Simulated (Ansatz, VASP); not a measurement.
# One calculation of AlRu, two programs

```
CELL_PARAMETERS angstrom
2.94332 0.00000 0.00000
0.00000 2.94332 0.00000
0.00000 0.00000 2.94332
ATOMIC_POSITIONS crystal
Al 0.00000 0.00000 0.00000
Ru 0.50000 0.50000 0.50000
```

Alike in both runs: functional r2SCAN; k mesh 11 × 11 × 11; occupations fermi-dirac, width 0.1 eV; no spin polarisation.

Ansatz relaxed the structure, and its values are those at the end. VASP's run is a single point on that final structure, the one shown.

|  | VASP | Ansatz |
| --- | --- | --- |
| version | VASP 6.6.1 | Ansatz 0.2.0 |
| potentials or method | VASP PAW PBE potentials, release 64 (Al, Ru_pv) | PAW plane waves |
| plane-wave cutoff (eV) | 520 | 500 |
| valence electrons in the cell | 17 | 19 |

```csv
,VASP,Ansatz,Ansatz less VASP
pressure (GPa),10.0,9.8,-0.18
```

The functional is the same, so the differences come from potentials, cutoffs and numerics. The two sets of potentials don't hold the same shells in valence. Ansatz warned: «stress_scf_threshold_loose».

Caveats: the PAW data sets were made with another functional, which shifts forces and pressure a little (VASP).
